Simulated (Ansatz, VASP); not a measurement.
## Al2O3 in two plane-wave programs

Wanted: the spread between two codes on one cell, functional and k mesh. The cell is taken from a series of runs on this material, whose earlier steps may have relaxed, scaled, displaced or heated it; both programs get it as it stands.

Main program and level: Ansatz 0.2.0; plane waves, with VASP 6.6.1 beside it; single point at PBEsol.

### 1. The structure

The structure is hexagonal, space group P-6m2 (No. 187). The conventional cell has a = 2.884 Å, b = 2.884 Å, c = 9.337 Å, α = 90.00°, β = 90.00°, γ = 120.00°. Al has 6 O at 1.80 to 2.17 Å nearest. Nearest to O lie 3 Al at 1.80 Å. Nearest to O lie 6 Al at 2.17 Å. Farther neighbours and most contacts between anions are not listed.

Coordinates:

```cif
data_structure
_symmetry_space_group_name_H-M 'P-6m2'
_symmetry_Int_Tables_number 187
_cell_length_a 2.8843
_cell_length_b 2.8843
_cell_length_c 9.3368
_cell_angle_alpha 90.000
_cell_angle_beta 90.000
_cell_angle_gamma 120.000
_cell_volume 67.27
loop_
_atom_site_label
_atom_site_type_symbol
_atom_site_symmetry_multiplicity
_atom_site_Wyckoff_symbol
_atom_site_fract_x
_atom_site_fract_y
_atom_site_fract_z
_atom_site_occupancy
Al1 Al 2 g 0.00000 0.00000 0.85147 1
O1 O 2 h 0.33333 0.66667 0.77966 1
O2 O 1 e 0.66667 0.33333 0.00000 1
```

### 2. VASP: single point, PBEsol

A single point gives forces, pressure and levels at one fixed geometry, so differences don't come from the geometry; what else differs is listed under the comparison.

Lines of VASP's logs that name or quote its potential files are left out, and so is its time.

Input file INCAR:

```
SYSTEM = Al2O3
PREC = Accurate
ENCUT = 520
EDIFF = 1E-06
NELM = 120
ISMEAR = 0
SIGMA = 0.01
LREAL = .FALSE.
ALGO = Normal
GGA = PS
NBANDS = 18
LORBIT = 11
LWAVE = .FALSE.
LCHARG = .FALSE.
ISIF = 2
LASPH = .TRUE.
GGA_COMPAT = .FALSE.
EFERMI = MIDGAP
KPAR = 2
```

Input file POSCAR:

```
Al2O3
1.0
    2.8843249483      0.0000000000      0.0000000000
   -1.4421624742      2.4978986780      0.0000000000
    0.0000000000      0.0000000000      9.3367544600
Al O
2 3
Direct
    0.0000000000      0.0000000000      0.8514673024
    0.0000000000      0.0000000000      0.1485326976
    0.3333333333      0.6666666667      0.7796573167
    0.6666666667      0.3333333333      0.0000000000
    0.3333333333      0.6666666667      0.2203426833
```

Input file KPOINTS:

```
Automatic mesh
0
Gamma
7 7 2
0 0 0
```

PAW data sets: Al and O (PBE family, release 64).

The run is started by

```
$ mpirun -np 2 vasp_std
```

Numbers of over 12 decimals in the logs are rounded to 6 here.

Output:

```text
[banner, memory and clock lines left out]
running    2 mpi-ranks, on    1 nodes
 distrk:  each k-point on    1 cores,    2 groups
 distr:  one band on    1 cores,    1 groups

 POSCAR found type information on POSCAR AlO
 POSCAR found :  2 types and       5 ions
|                                                                             |
|               ----> ADVICE to this user running VASP <----                  |
|                                                                             |
|     You enforced a specific xc type in the INCAR file but a different       |
|     [... a line on the potential file left out ...]
|     I HOPE YOU KNOW WHAT YOU ARE DOING!                                     |
|                                                                             |

 LDA part: xc-table for (Slater+PW92), standard interpolation
 POSCAR, INCAR and KPOINTS ok, starting setup
 FFT: planning ... GRIDC
 FFT: planning ... GRID_SOFT
 FFT: planning ... GRID
 WAVECAR not read
 entering main loop
       N       E                     dE             d eps       ncg     rms          rms(c)
DAV:   1     0.126319248384E+03    0.12632E+03   -0.12299E+04   576   0.119E+03
DAV:   2    -0.331612485323E+02   -0.15948E+03   -0.15504E+03   710   0.264E+02
DAV:   3    -0.421649340976E+02   -0.90037E+01   -0.89791E+01   756   0.689E+01
DAV:   4    -0.422570566714E+02   -0.92123E-01   -0.92091E-01   744   0.761E+00
DAV:   5    -0.422585439231E+02   -0.14873E-02   -0.14871E-02   790   0.897E-01    0.121E+01
DAV:   6    -0.382326771896E+02    0.40259E+01   -0.15158E+01   648   0.281E+01    0.456E+00
DAV:   7    -0.381836063914E+02    0.49071E-01   -0.44520E-01   748   0.478E+00    0.248E+00
DAV:   8    -0.381391299539E+02    0.44476E-01   -0.64341E-02   762   0.247E+00    0.782E-01
DAV:   9    -0.381319234794E+02    0.72065E-02   -0.18699E-02   766   0.126E+00    0.199E-01
DAV:  10    -0.381330372488E+02   -0.11138E-02   -0.41014E-03   666   0.453E-01    0.154E-01
DAV:  11    -0.381348021050E+02   -0.17649E-02   -0.43321E-03   646   0.652E-01    0.859E-02
DAV:  12    -0.381350638050E+02   -0.26170E-03   -0.72756E-04   652   0.202E-01    0.570E-02
DAV:  13    -0.381351190312E+02   -0.55226E-04   -0.39643E-04   642   0.164E-01    0.260E-02
DAV:  14    -0.381351078632E+02    0.11168E-04   -0.51129E-05   784   0.752E-02    0.631E-03
DAV:  15    -0.381351079813E+02   -0.11804E-06   -0.93047E-06   686   0.230E-02
   1 F= -.38135108E+02 E0= -.38135108E+02  d E =0.000000E+00
```

From OUTCAR (step 2):

```text
ion  position               nearest neighbor table
   1  0.000  0.000  0.851-   3 1.80   3 1.80   3 1.80   4 2.17   4 2.17   4 2.17   2 2.77
   2  0.000  0.000  0.149-   5 1.80   5 1.80   5 1.80   4 2.17   4 2.17   4 2.17   1 2.77
   3  0.333  0.667  0.780-   1 1.80   1 1.80   1 1.80
   4  0.667  0.333  0.000-   1 2.17   2 2.17   1 2.17   2 2.17   1 2.17   2 2.17
   5  0.333  0.667  0.220-   2 1.80   2 1.80   2 1.80

  LATTYP: Found a hexagonal cell.
 ALAT       =     2.8843249483
 C/A-ratio  =     3.2370674689

 Subroutine GETGRP returns: Found 12 space group operations
 (whereof 12 operations were pure point group operations)

The static configuration has the point symmetry D_3h.

 Found     16 irreducible k-points:

   k-points           NKPTS =     16   k-points in BZ     NKDIM =     16   number of bands    NBANDS=     18

   dimension x,y,z NGX =    24 NGY =   24 NGZ =   70
   dimension x,y,z NGXF=    48 NGYF=   48 NGZF=  140

   ENCUT  =  520.0 eV  38.22 Ry    6.18 a.u.   5.36  5.36 17.36*2*pi/ulx,y,z

   NELECT =      24.0000    total number of electrons

 k-points in reciprocal lattice and weights: Automatic mesh
   0.00000000  0.00000000  0.00000000       0.010
   0.14285714  0.00000000  0.00000000       0.061
   0.28571429 -0.00000000  0.00000000       0.061
   0.42857143  0.00000000  0.00000000       0.061
   0.14285714  0.14285714  0.00000000       0.061
   0.28571429  0.14285714  0.00000000       0.122
   0.42857143  0.14285714  0.00000000       0.061
   0.28571429  0.28571429  0.00000000       0.061
   0.00000000  0.00000000  0.50000000       0.010
[...]
0.42857143  0.14285714  0.50000000       0.061
   0.28571429  0.28571429  0.50000000       0.061

 average (electrostatic) potential at core
       1 -76.5897       2 -76.5897       3 -71.9715       4 -72.7363       5 -71.9715

 E-fermi :   3.1719

 k-point     1 :       0.0000    0.0000    0.0000
  band No.  band energies     occupation
    ...
      8      -0.4586      2.00000
      9      -0.4586      2.00000
     10       0.2015      2.00000
     11       0.2015      2.00000
     12       0.5662      2.00000
     13       5.5458      0.00000
     14       8.1925      0.00000
     15       8.5882      0.00000
     16       9.9735      0.00000
     17      13.7648      0.00000
    ...

 k-point     2 :       0.1429    0.0000    0.0000
  band No.  band energies     occupation
    ...
      8      -0.9769      2.00000
      9      -0.6064      2.00000
     10      -0.2251      2.00000
     11       0.1383      2.00000
     12       0.7980      2.00000
     13       6.6000      0.00000
     14       8.7541      0.00000
     15       9.2404      0.00000
     16      10.5755      0.00000
     17      13.4091      0.00000
    ...

 k-point     3 :       0.2857   -0.0000    0.0000
  band No.  band energies     occupation
    ...
      8      -1.4407      2.00000
      9      -0.9171      2.00000
     10      -0.0603      2.00000
     11      -0.0521      2.00000
     12       0.6503      2.00000
     13       8.0730      0.00000
     14       9.6978      0.00000
     15      10.0351      0.00000
     16      11.1922      0.00000
     17      12.3519      0.00000
    ...

  Total       -1.1586910     -1.1586910     -0.1241981      0.0000000      0.0000000      0.0000000
  in kB      -27.5970881    -27.5970881     -2.9580851      0.0000000      0.0000000      0.0000000
  external PRESSURE =     -19.3840871 kB  Pullay stress =       0.0000000 kB

  energy-cutoff  :      520.00
  volume of cell :       67.27
      direct lattice vectors                 reciprocal lattice vectors
     2.884324948  0.000000000  0.000000000     0.346701574  0.200168247  0.000000000
    -1.442162474  2.497898678  0.000000000     0.000000000  0.400336494  0.000000000
     0.000000000  0.000000000  9.336754460     0.000000000  0.000000000  0.107103598

 POSITION                                       TOTAL-FORCE (eV/Angst)
 -----------------------------------------------------------------------------------
      0.00000      0.00000      7.94994         0.000000     -0.000000     -0.053612
      0.00000      0.00000      1.38681         0.000000     -0.000000      0.053612
     -0.00000      1.66527      7.27947        -0.000000      0.000000      0.048474
      1.44216      0.83263      0.00000         0.000000      0.000000      0.000000
     -0.00000      1.66527      2.05729         0.000000     -0.000000     -0.048474
 -----------------------------------------------------------------------------------
    total drift:                                0.000000     -0.000000      0.000000

  FREE ENERGIE OF THE ION-ELECTRON SYSTEM (eV)
  ---------------------------------------------------
  free  energy   TOTEN  =       -38.1351079813 eV

  energy  without entropy=      -38.1351079813  energy(sigma->0) =      -38.13510798

 total charge
# of ion       s       p       d       tot
------------------------------------------
    1        0.328   0.404   0.000   0.732
    2        0.328   0.404   0.000   0.732
    3        1.548   3.624   0.000   5.172
    4        1.549   3.487   0.000   5.037
    5        1.548   3.624   0.000   5.172
--------------------------------------------------
tot          5.301  11.543   0.000  16.845

[... 3 further parts left out ...]
```

The run ends at a pressure of -1.94 GPa, with forces up to 0.054 eV/Å.

### 3. Ansatz: single point, PBEsol

Ansatz runs on its PAW soft_1 files.

The same cell, functional and mesh now go to Ansatz, which takes its cutoff from its data sets.

Input file input.yaml:

```yaml
crystal:
  lattice:
    - [2.8843249483, 0.0, 0.0]
    - [-1.4421624742, 2.497898678, 0.0]
    - [0.0, 0.0, 9.33675446]
  atoms:
    - { symbol: Al, position: [0.0, 0.0, 0.8514673024] }
    - { symbol: Al, position: [0.0, 0.0, 0.1485326976] }
    - { symbol: O, position: [0.33333333, 0.66666667, 0.7796573167] }
    - { symbol: O, position: [0.66666667, 0.33333333, 0.0] }
    - { symbol: O, position: [0.33333333, 0.66666667, 0.2203426833] }
kpoints:
  mp_grid: { grid: [7, 7, 2] }
scf:
  occupations: { method: fixed }
hamiltonian:
  xc: pbesol
  pseudopotentials: { kind: paw, azcp: { folder: soft_1 }, xc_functional: pbe }
output:
  forces: false
  stress: false
  efg: { quadrupole_moments_barn: { Al: 0.1466, O: -0.02558 } }
  write_density: true
  write_potential: true
  elf: true
  volumetric_format: npy
```

The run is started by

```
$ ansatz run input.yaml --threads 4 --pin off --max-ram 8192MiB --backend cpu --events-out ev --progress --plain --runs-dir out
```

Output:

```text
Engine: ansatz 0.2.0, aarch64-unknown-linux-gnu
Pseudopotentials: kind: paw
Pseudopotential: Al, paw, valence charge 3, recommended cutoff 420 eV (normal), soft_1/Al.paw.azcp
Pseudopotential: O, paw, valence charge 6, recommended cutoff 420 eV (normal), soft_1/O.paw.azcp
Functional definition: PBEsol
  exchange = pbesol_x
  correlation = pbesol_c
Crystal: 5 atoms, lattice volume = 67.269 Å³
Basis set: ecut = 420 eV, 1315 PW (Γ)
Bands: 17, of which v1, the nominal top of the filled ones, is band 12 counted from 1 (11 counted from 0)
Symmetry: 12 space group operations
Space group: P-6m2 (ITA 187), of the structure as read, at distance tolerance 4.1e-5 Å
k-points: 16 of 98 (time reversal used)
Non-local potential: Al, projectors of the file, l = 0: 2, l = 1: 2, l = 2: 1
Non-local potential: O, projectors of the file, l = 0: 2, l = 1: 2, l = 2: 1
PAW form: soft (Blöchl's): semilocal exchange-correlation on the pseudo side does not see the compensation charge
PAW frozen core: Al, regenerated for the run's functional, and the local potential with it (the file was generated under x = pbe(κ = 0.804, μ = 0.219515), c = pbe(β = 0.066725))
PAW frozen core: O, regenerated for the run's functional, and the local potential with it (the file was generated under x = pbe(κ = 0.804, μ = 0.219515), c = pbe(β = 0.066725))
PAW one-centre angular grid: Al, 110 points (default); XC on 64 Gauss nodes
PAW one-centre angular grid: O, 110 points (default); XC on 64 Gauss nodes
Initial density: superposition of atomic densities (chi_scale 0.1, normalization cell, long waves kept (reshape's long-wave potential 0.18 eV rms))
Initial wavefunctions: pseudopotential atomic-orbital guess
Functional: x = pbesol(κ = 0.804, μ = 0.123457), c = pbesol(β = 0.046)
SCF iter   1: F=—  HF=-2740.188328 eV  |F-HF|=—  |Δ(HF+E_count)|=         —  Δρ=9.69e-2  dr2=6.47e0  ethr=3.10e-3  ⟨swp⟩=5.9  Hψ=1510  notcnv=0  defer=35
preconditioner: auto → none  [insulator: Δε(μ)=5.922 eV  Ē_g=17.092 eV  n_scr=6 (ndim 8)  ℏωp=22.2 eV  f_vac=0.244  ε∞_Penn≈2.7]
SCF iter   2: F=—  HF=-2738.569844 eV  |F-HF|=—  |Δ(HF+E_count)|=    1.62e0  Δρ=5.80e-2  dr2=1.09e0  ethr=3.10e-3  ⟨swp⟩=3.2  Hψ=808  notcnv=0  defer=43
SCF iter   3: F=—  HF=-2738.289810 eV  |F-HF|=—  |Δ(HF+E_count)|=   2.80e-1  Δρ=1.67e-2  dr2=1.24e-1  ethr=3.10e-3  ⟨swp⟩=2.4  Hψ=595  notcnv=0  defer=36
SCF iter   4: F=—  HF=-2738.289560 eV  |F-HF|=—  |Δ(HF+E_count)|=   2.50e-4  Δρ=1.15e-2  dr2=8.79e-2  ethr=5.18e-4  ⟨swp⟩=3.3  Hψ=549  notcnv=0  defer=48
SCF iter   5: F=—  HF=-2738.269722 eV  |F-HF|=—  |Δ(HF+E_count)|=   1.98e-2  Δρ=1.19e-3  dr2=4.20e-4  ethr=3.66e-4  ⟨swp⟩=2.6  Hψ=517  notcnv=0  defer=48
SCF iter   6: F=—  HF=-2738.270009 eV  |F-HF|=—  |Δ(HF+E_count)|=   2.87e-4  Δρ=4.37e-4  dr2=5.80e-5  ethr=1.75e-6  ⟨swp⟩=3.1  Hψ=559  notcnv=0  defer=48
SCF iter   7: F=—  HF=-2738.270029 eV  |F-HF|=—  |Δ(HF+E_count)|=   1.94e-5  Δρ=1.61e-4  dr2=8.74e-6  ethr=2.42e-7  ⟨swp⟩=2.1  Hψ=437  notcnv=0  defer=44
SCF iter   8: F=—  HF=-2738.270026 eV  |F-HF|=—  |Δ(HF+E_count)|=   2.28e-6  Δρ=5.51e-5  dr2=9.99e-7  ethr=3.64e-8  ⟨swp⟩=2.2  Hψ=420  notcnv=0  defer=45
SCF iter   9: F=-2738.270026 eV  HF=-2738.270026 eV  |F-HF|=2.49e-8  |Δ(HF+E_count)|=   2.05e-7  Δρ=1.04e-5  dr2=3.49e-8  ethr=4.17e-10  ⟨swp⟩=10.2  Hψ=1593  notcnv=0
SCF 1 converged in 9 iterations: F = -2738.270026 eV  dr2 = 3.49e-8
  greatest PAW one-centre occupation: 0.859 electrons in one spin orbital (limit 2), on the O atom at site 4 (counted from 0), in its partial waves of l = 0
WARN: The output density's exchange-correlation potential varies sharply where the density is thin. Do not read a vacuum level from v_tot or v_xc, or from such a field of the output density. On a cell that repeats whose density bears no net charge and no dipole along the vacuum's axis use v_es (v_loc + v_h of the components); under efield.dipole_correction with no amplitude use v_es + v_field, which holds any externa [...]
SCF converged after 9 iterations
Free energy (F): -2738.270026 eV
Harris-Foulkes:  -2738.270026 eV  (|F-HF|=2.49e-8)
Internal energy: -2738.270026 eV  (E = F + TS)
E sigma→0 (E₀):  -2738.270026 eV
Fermi energy:    1.792048 eV
--- Per-component energies (eV) ---
  E_band       = -104.424202
  E_kinetic    = 563.291889
  E_local      = -2623.972422  (includes V_loc(G=0)·N_el)
  E_nonlocal   = 176.695045
  E_hartree    = 1126.932061
  E_xc         = -290.925084
  E_vxc        = -336.164508  (∫ρ·V_xc dr)
  E_paw        = -1385.435230  (= ΣΔE_a)
  E_vpaw       = -138.140303  (= ΣTr[D̂ρ^β])
  E_aug_tail   = 0.002365  (compensation charges beyond the density's cutoff)
  E_ewald      = -305.002790
  E_core_change = 0.144142  (= ΣΔE_core)
  E_smearing   = -0.000000  (= −TS)
  E_closure    = -0.000000  (closes the sum)
  Σ components = -2738.270026   (vs F -2738.270026, Δ=0.00e0)
--- PAW observables at the nuclei: V_zz in 10²¹ V/m², potentials from the cell's mean, atoms counted from 1 ---
  atom   1  Al V_zz =    +3.550252   η = 0.0000   by run symmetry: allowed   C_q = +12.5848 MHz
            electrostatic potential = -1225.075522 V   contact ρ = none
  atom   2  Al V_zz =    +3.550252   η = 0.0000   by run symmetry: allowed   C_q = +12.5848 MHz
            electrostatic potential = -1225.075522 V   contact ρ = none
  atom   3  O  V_zz =    -4.537605   η = 0.0000   by run symmetry: allowed   C_q = +2.8066 MHz
            electrostatic potential = -618.913747 V   contact ρ = none
  atom   4  O  V_zz =    -1.253227   η = 0.0000   by run symmetry: allowed   C_q = +0.7751 MHz
            electrostatic potential = -617.926568 V   contact ρ = none
  atom   5  O  V_zz =    -4.537605   η = 0.0000   by run symmetry: allowed   C_q = +2.8066 MHz
            electrostatic potential = -618.913747 V   contact ρ = none
--- Band table (eV; the first three rows and the last of 16) ---
  k-point 0: bands = [... 8 lower, 0.5291, 1.2101, 1.2101, 1.5621, 6.5527, 9.1784, 9.5621, 10.9525, ... 1 higher]
  k-point 1: bands = [... 8 lower, 0.5288, 1.2100, 1.2100, 1.5181, 6.6744, 8.8211, 9.6336, 11.3046, ... 1 higher]
  k-point 2: bands = [... 8 lower, 0.3813, 0.7753, 1.1451, 1.7920, 7.6059, 9.7350, 10.2139, 11.5602, ... 1 higher]
  k-point 15: bands = [... 8 lower, -0.7728, 0.1624, 0.9532, 1.7190, 11.0664, 11.4521, 12.4129, 13.3698, ... 1 higher]
```

The column dr2 measures how far the density is from self-consistency, as an energy; F and HF (Harris–Foulkes) agree once it is small.

### 4. Differences

Known differences besides the potentials themselves: fixed occupations in Ansatz, narrow Gaussian smearing in VASP; the cutoff is 420 eV in Ansatz and 520 eV in VASP; Ansatz makes its cores anew for this functional, VASP keeps those of its PBE data sets. Total energies have different zeros and are not compared.

Both answers:

| quantity | Ansatz | VASP | difference |
| --- | --- | --- | --- |
| gap on the k mesh (eV) | 4.761 | 4.748 | +0.013 |

A gap on the mesh is an upper bound, since the band edges may lie between its points.

### 5. Outcome

| Property | Result |
| --- | --- |
| difference in gap on the k mesh (single point, PBEsol) | 0.013 eV |

In words: The difference in gap on the k mesh is 0.013 eV (single point, PBEsol), within the 0.08 eV picked in this series as the mark of a large difference. Such differences can come from data sets, numerical settings and the points named under the comparisons, not from the functional's error against experiment.

[Lines on the potential files, build, host, timing and source positions are cut from VASP's logs without a mark.]

[Logs are printed without paths, hosts, clocks, repeated set-up lines and the standing remarks that a program may print on its own settings, such as how far it seeks lower states.]

[Hosts, paths, dates, database ids (printed as entryN), source tags and the programs' standing remarks are cut or masked in the printed files.]
